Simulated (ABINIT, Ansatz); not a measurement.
# GaAs (F-43m): G0W0 with ABINIT, start to end, part 3 of 3

Aim: the G0W0 gap of GaAs (F-43m) on PBE, step by step.

ABINIT 10.8.3; PBE and many-body steps on it, plane waves. Known limits of the many-body steps: not at the basis limit; screening runs away on this mesh; no spin-orbit coupling; coarse k mesh.

So far. Step 4 (Empty states on the mesh, 4×4×4 mesh, 68 bands): On this mesh the gap is 0.508 eV. Step 5 (Screening, 4×4×4 mesh, 62 bands, screening to 119.7 eV): Local fields lower ε∞ by 6 %. The value itself is an artefact of the mesh, where one narrow direct gap carries too much weight.

## 6. Self-energy, 4×4×4 mesh, 62 bands, screening to 119.7 eV

The self-energy is evaluated for the states that the input lists, and the levels follow from it, in one-shot runs by the linearised quasiparticle equation.

This step: G0W0 on PBE, plane waves, norm-conserving pseudopotentials.

Contents of run.abi:

```
acell 3*1.0 Angstrom
rprim 
  0.000000000000 2.826850000000 2.826850000000
  2.826850000000 0.000000000000 2.826850000000
  2.826850000000 2.826850000000 0.000000000000
ntypat 2
znucl 31 33
natom 2
typat 1 2
xred 
  0.000000000000 0.000000000000 0.000000000000
  0.250000000000 0.250000000000 0.250000000000
pp_dirpath "pseudos"
pseudos "Ga.upf, As.upf"
ecut 45
ngkpt 4 4 4
nshiftk 1
shiftk 0 0 0
kptopt 1
chksymbreak 0
istwfk *1
occopt 1
irdwfk 1
optdriver 4
nband 62
gwcalctyp 0
ecutsigx 45
symsigma 1
nkptgw 1
kptgw 
  0.0000000000 0.0000000000 0.0000000000
bdgw 
  20 26
ecuteps 4.4
irdscr 1
ppmodel 1
indata_prefix "in"
outdata_prefix "out"
tmpdata_prefix "tmp"
```

Command:

```bash
> OMP_NUM_THREADS=1 mpirun -n 4 abinit run.abi > log
```

Numbers of over 12 decimals in the logs are rounded to 6 here.

The program printed:

```text
.Version 10.8.3 of ABINIT. v10.8.2 released Aug 2026.

 Symmetries : space group F-4 3 m (#216); Bravais cF (face-center cubic)
[... echo of the input left out ...]
== DATASET  1 ==================================================================
-   mpi_nproc: 4, omp_nthreads: 1 (-1 if OMP is not activated)

--- !DatasetInfo
iteration_state: {dtset: 1, }
dimensions: {natom: 2, nkpt: 8, mband: 62, nsppol: 1, nspinor: 1, nspden: 1, mpw: 4477, }
cutoff_energies: {ecut:  45.0, pawecutdg:  -1.0, }
electrons: {nelect:   4.40000000E+01, charge:   0.00000000E+00, occopt:   1.00000000E+00, tsmear:   1.00000000E-02, }

 SIGMA: Calculation of the GW corrections

 Based on a program developped by R.W. Godby, V. Olevano, G. Onida, and L. Reining.
 Incorporated in ABINIT by V. Olevano, G.-M. Rignanese, and M. Torrent.
.Using double precision arithmetic ; gwpc =  8

[... cell and pseudopotentials left out ...]
--------------------------------------------------------------------------------

 ==== K-mesh for the wavefunctions ====
 Number of points in the irreducible wedge :     8
[... list of points left out ...]
 Together with 24 symmetry operations and time-reversal symmetry
 yields    64 points in the full Brillouin Zone.

 ==== Q-mesh for screening function ====
 Number of points in the irreducible wedge :     8
[... list of points left out ...]
 Together with 24 symmetry operations and time-reversal symmetry
 yields    64 points in the full Brillouin Zone.

 vcoul_init : cutoff-mode = AUXILIARY_FUNCTION
 q-points for optical limit:   1
     1)      0.000010    0.000020    0.000030
 setmesh: FFT mesh size selected  =    45x   45x   45
          total number of points  =        91125

 Number of electrons calculated from density =   44.0000; Expected =   44.0000
 average of density, n =  0.144317
 r_s =    1.1827
 omega_plasma =   36.6450 [eV]

 === KS Band Gaps ===
  >>>> For spin  1
   Minimum direct gap =   0.5078 [eV], located at k-point      :   0.0000  0.0000  0.0000
   Fundamental gap    =   0.5078 [eV], Top of valence bands at :   0.0000  0.0000  0.0000
                                       Bottom of conduction at :   0.0000  0.0000  0.0000
 SIGMA fundamental parameters:
 PLASMON POLE MODEL  1
 number of plane-waves for SigmaX                 4477
 number of plane-waves for SigmaC and W            137
 number of plane-waves for wavefunctions          4477
 number of bands                                    62
 number of independent spin polarizations            1
 number of spinorial components                      1
 number of k-points in IBZ                           8
 number of q-points in IBZ                           8
 number of symmetry operations                      24
 number of k-points in BZ                           64
 number of q-points in BZ                           64
 number of frequencies for dSigma/dE                 9
 frequency step for dSigma/dE [eV]                0.25
 number of omega for Sigma on real axis              0
 max omega for Sigma on real axis  [eV]           0.00
 zcut for avoiding poles [eV]                     0.10

 EPSILON^-1 parameters (SCR file):
 dimension of the eps^-1 matrix on file            137
 dimension of the eps^-1 matrix used               137
 number of plane-waves for wavefunctions          4477
 number of bands                                    62
 number of q-points in IBZ                           8
 number of frequencies                               2
 number of real frequencies                          1
 number of imag frequencies                          1

 matrix elements of self-energy operator (all in [eV])

 Perturbative Calculation

--- !SelfEnergy_ee
iteration_state: {dtset: 1, }
kpoint     : [   0.000,    0.000,    0.000, ]
spin       : 1
KS_gap     :    0.508
QP_gap     :    1.174
Delta_QP_KS:    0.666
data: !SigmaeeData |
     Band     E0 <VxcDFT>   SigX SigC(E0)      Z dSigC/dE  Sig(E)    E-E0       E
       20   5.666 -14.357 -16.013   1.575   0.797  -0.254 -14.422  -0.065   5.601
       21   5.666 -14.357 -16.013   1.575   0.797  -0.254 -14.422  -0.065   5.601
       22   5.666 -14.357 -16.013   1.575   0.797  -0.254 -14.422  -0.065   5.601
       23   6.174 -14.700 -10.607  -3.343   0.802  -0.247 -14.099   0.601   6.775
       24   9.403 -11.528  -7.015  -3.983   0.800  -0.250 -11.104   0.424   9.827
       25   9.403 -11.528  -7.015  -3.983   0.800  -0.250 -11.104   0.424   9.827
       26   9.403 -11.528  -7.015  -3.983   0.800  -0.250 -11.104   0.424   9.827

== END DATASET(S) ==============================================================
================================================================================

 -outvars: echo values of variables after computation  --------
           etotal      0.0000000000E+00
            nband          62
             nkpt           8
          spgroup         216
 [... the other variables as echoed above ...]

 Calculation completed.
```

It took 3.8 s on 4 MPI ranks of Arm Neoverse V2, shared host; peak memory 0.68 GiB; 15 s of CPU time.

Numbers from this step:

```
G0W0 gap on the points computed              : 1.174 eV
starting gap on the mesh                     : 0.5078 eV
k of the valence top                         : 0, 0, 0
k of the conduction bottom                   : 0, 0, 0
Z at the valence top                         : 0.797
Z at the conduction bottom                   : 0.802
least direct G0W0 gap on the computed points : 1.174 eV
```

The gap on the mesh goes from 0.51 eV to 1.17 eV, a correction of +0.67 eV.

Limits: finite bands, cutoff and mesh; no spin-orbit coupling; coarse k mesh. v1 is the top filled band, c1 the lowest empty one. The levels before and after the correction (eV, zero at the valence-band top of each column):

```tsv
	conduction bottom	valence top
Kohn-Sham	0.51	0.00
G0W0	1.17	0.00
```

```tsv
	level	energy (eV)
Kohn-Sham	Γ v3-v1	0.000
Kohn-Sham	Γ c1	0.508
Kohn-Sham	Γ c2-c4	3.737
G0W0	Γ v3-v1	0.000
G0W0	Γ c1	1.174
G0W0	Γ c2-c4	4.226
```

## 7. Where the time went

Times are wall times on 4 MPI ranks of Arm Neoverse V2, shared host, good to a factor of about two.

```tsv
step	time	share	memory (GiB)
ground state	19 s	26 %	0.39
bands along the symmetry lines	22 s	30 %	0.39
empty states on the mesh	12 s	17 %	0.34
screening	17 s	23 %	0.86
self-energy	3.8 s	5 %	0.68
```

## 8. Outcome

```json
{
  "PBE gap": "0.51 eV, direct",
  "G0W0 gap on the mesh": "1.17 eV",
  "GW settings": "4×4×4 mesh, 62 bands, screening to 119.7 eV, Godby-Needs plasmon pole",
  "known limits": "not at the basis limit; screening runs away on this mesh; no spin-orbit coupling; coarse k mesh"
}
```

**Reading.** G0W0 moves the gap on the mesh from 0.51 eV to 1.17 eV (+0.67 eV), with Z of 0.80 and 0.80 at the edges. Local fields lower the RPA ε∞ on this mesh from 149.54 to 139.90; a Γ-centred mesh this coarse tends to raise both, most where the direct gap is narrow, while a short band sum lowers them. Only 1 of the mesh's irreducible points was corrected, so a valley elsewhere could overtake. Against experiment, by G0W0@PBE: the direct gap of 1.17 eV lies −0.34 eV from the measured 1.51 eV (exciton, 77 K, 2020); the direct gap of 1.17 eV lies −0.24 eV from the measured 1.412 ± 0.01 eV (direct, 300 K, 2008); the direct gap of 1.17 eV lies −0.25 eV from the measured 1.42 eV (direct, 300 K, 2004); the direct gap of 1.17 eV lies −0.24 eV from the measured 1.418 ± 0.005 eV (direct, 300 K, 2008). An exciton line or allowed optical edge lies below the quasiparticle gap by the binding energy; a forbidden edge can push the onset above it. The calculation has static nuclei and no excitons; a measured gap holds zero-point and thermal motion, which mostly lowers it. Bands and cutoff are finite, so the gap is not at the basis limit. The miss can reach some tenths of an eV and take either sign; the mesh is an error of its own. In the G0W0 run levels were corrected at 1 k point alone, so a gap called «on the mesh» is the least over those, and an edge elsewhere would be missed. The 4×4×4 mesh is coarse for this cell, which bears on the long-range parts of exchange and screening. On this mesh the RPA ε∞ passes 90, more than nearly any semiconductor shows; a coarse mesh does this where one point with a narrow direct gap carries much weight. The screening is then too strong, and the G0W0 gap should not be taken as the material's. The many-body steps are scalar-relativistic: spin-orbit coupling is not in them.

[Paths, hosts, dates, memory and timing lines, banners, echoed tables and standing remarks are left out of the program output.]

[Logs are printed without paths, hosts, clocks, repeated set-up lines and the standing remarks that a program may print on its own settings, such as how far it seeks lower states.]

[Runs of the session that timed out or met a known fault of the program may be left out.]

[Hosts, paths, dates, database ids (printed as entryN), source tags and the programs' standing remarks are cut or masked in the printed files.]

[G0W0 gaps are taken among the corrected bands and points alone; a level outside them can change the order at an edge.]

[Where Ansatz stands beside ABINIT at settings called matched, ABINIT's density can come from a denser mesh and the files from another edition; pairs whose starting gaps differed by over 0.03 eV were left out, so agreement reads better than it is.]
